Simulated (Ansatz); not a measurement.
The system is BaS.

```
Ba S
1.0
     0.00000    3.19375    3.19375
     3.19375    0.00000    3.19375
     3.19375    3.19375    0.00000
Ba S
1 1
Direct
  0.00000 0.00000 0.00000
  0.50000 0.50000 0.50000
```

| Item | Value |
| --- | --- |
| Program | Ansatz 0.2.0 |
| Task | relaxation of cell and atoms |
| Functional | BLYP |
| Potentials or basis | all-electron LAPW, scalar-relativistic |
| Basis error allowed | 0.001 eV/atom |
| k mesh | 7 × 7 × 7 |
| Occupations | fermi-dirac, width 0.05 eV |
| Spin | no spin polarisation |

At the start: volume 32.58 Å³/atom.

Where does the relaxation end?

Over 5 steps the energy falls by 20.7 meV/atom and the volume is 34.90 Å³/atom (+7.1 %); space group Fm-3m (No. 225, to 0.05 Å).

Step by step:
| step | energy change (eV) | largest force (eV/Å) | volume (Å³) |
| --- | --- | --- | --- |
| 1 | 0.0000 | 0.0000 | 65.15 |
| 2 | -0.0384 | 0.0000 | 71.19 |
| 3 | -0.0414 | 0.0000 | 69.96 |
| 4 | -0.0415 | 0.0000 | 69.80 |
| 5 | -0.0415 | 0.0000 | 69.80 |

Final structure:
```cif
data_structure
_symmetry_space_group_name_H-M 'P 1'
_symmetry_Int_Tables_number 1
_cell_length_a 4.6216
_cell_length_b 4.6216
_cell_length_c 4.6216
_cell_angle_alpha 60.000
_cell_angle_beta 60.000
_cell_angle_gamma 60.000
_cell_volume 69.80
loop_
_atom_site_label
_atom_site_type_symbol
_atom_site_fract_x
_atom_site_fract_y
_atom_site_fract_z
_atom_site_occupancy
Ba1 Ba 0.00000 0.00000 0.00000 1
S1 S 0.50000 0.50000 0.50000 1
```
